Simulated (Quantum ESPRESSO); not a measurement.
V:

```xyz
2
Lattice="2.6043 0.0000 0.0000 -1.3021 2.2554 0.0000 0.0000 0.0000 4.7233" Properties=species:S:1:pos:R:3 pbc="T T T"
V     0.0000    1.5036    1.1808
V     1.3021    0.7518    3.5425
```

This isn't the form of V at room conditions, which is bcc.

```yaml
Program: Quantum ESPRESSO 7.5
Task: relaxation of cell and atoms
Functional: PBEsol
Dispersion: D3(BJ)
Potentials_or_basis: GBRV 1.5 PBEsol
Cutoff: 612 eV
Density_cutoff: 4898 eV
k_mesh: 10 × 10 × 5
Occupations: fermi-dirac, width 0.05 eV
Spin: collinear spin, ferromagnetic start
Starting_moments: "[2.0, 2.0] μB"
```

At the start: pressure -13.1 GPa; volume 13.87 Å³/atom.

Task: Where does the relaxation end?

Result: Over 4 steps the energy falls by 43.5 meV/atom and the volume is 12.86 Å³/atom (-7.3 %); space group P6_3/mmc (No. 194, to 0.05 Å); moment 0.00 μB per cell.

The path:
```
step  energy change (eV)  largest force (eV/Å)  pressure (GPa)  volume (Å³)
   1              0.0000                0.0000          -13.11        27.74
   2             -0.0465                0.0000           -9.33        27.08
   3             -0.0867                0.0000            0.77        25.62
   4             -0.0869                0.0000           -0.04        25.72
```

Final structure:
```cif
data_structure
_symmetry_space_group_name_H-M 'P 1'
_symmetry_Int_Tables_number 1
_cell_length_a 2.5393
_cell_length_b 2.5393
_cell_length_c 4.6066
_cell_angle_alpha 90.000
_cell_angle_beta 90.000
_cell_angle_gamma 120.000
_cell_volume 25.72
loop_
_atom_site_label
_atom_site_type_symbol
_atom_site_fract_x
_atom_site_fract_y
_atom_site_fract_z
_atom_site_occupancy
V1 V 0.33333 0.66667 0.25000 1
V2 V 0.66667 0.33333 0.75000 1
```

Caveat: pairwise dispersion overbinds metals, which lowers pressure and volume.
